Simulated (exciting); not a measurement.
# Equation of state of HgTe under PBEsol

```yaml
crystal:
  lattice:
    - [0.00000, 3.21450, 3.21450]
    - [3.21450, 0.00000, 3.21450]
    - [3.21450, 3.21450, 0.00000]
  atoms:
    - { symbol: Hg, position: [0.00000, 0.00000, 0.00000] }
    - { symbol: Te, position: [0.75000, 0.75000, 0.75000] }
```

The cell was scaled at fixed shape and fractions and run with exciting, all-electron LAPW+lo, shipped species files, valence relativity iora*; PBEsol, k mesh 7 × 7 × 7 on the cell of 2 atoms, fermi-dirac occupations of 0.05 eV, no spin polarisation, no spin-orbit coupling. Energies are those that the program minimises, any entropy of the smearing included. For a metal such a mesh isn't converged to the digits shown.

| V (Å³/atom) | energy over the lowest row (meV/atom) |
| --- | --- |
| 31.2225 | 51.14 |
| 31.8868 | 31.69 |
| 32.5512 | ? |
| 33.2155 | 7.12 |
| 33.8798 | 1.63 |
| 34.5441 | 0.00 |
| 35.2084 | 1.13 |

Problem. Fit the third-order Birch-Murnaghan form, give V0, B0 and B′, and predict the energy left open.

Solution. With y = (V0/V)^(2/3), E = E0 + (9 V0 B0/16) [(y - 1)³ B′ + (y - 1)² (6 - 4y)]. Least squares through the rows shown give V0 = 34.5760 Å³/atom, E0 = -0.22 meV, B0 = 41.65 GPa (1 eV/Å³ = 160.218 GPa) and B′ = 4.76, with a largest miss of 0.22 meV, so B0 and B′ are loose. At V = 32.5512 the form with these constants gives 17.09 meV; the run gave 17.06 meV an atom.

The energy curve describes a soft zinc-blende lattice. A bulk modulus near 41.65 GPa fits an open tetrahedral network held by long, polar Hg-Te bonds. Relativity contracts and lowers the Hg 6s shell, which makes its electrons less available for bonding and probably adds to the softness. Under compression, the growing overlap of closed shells, including the filled Hg 5d, steepens the repulsion, in line with a positive B′.

The fitted volume of 34.5760 Å³/atom lies somewhat above the measured one, most likely through slight underbinding by the functional, though the relativistic treatment may contribute. The close match at the omitted volume shows that the curve is smooth between its neighbours; as an interpolation, it tests neither the equilibrium volume against experiment nor the form outside the sampled range.

HgTe is known to leave the zinc-blende structure for a cinnabar-type phase under modest pressure, so the most compressed cells probably follow a metastable branch, and no transition pressure can be drawn from this curve alone.
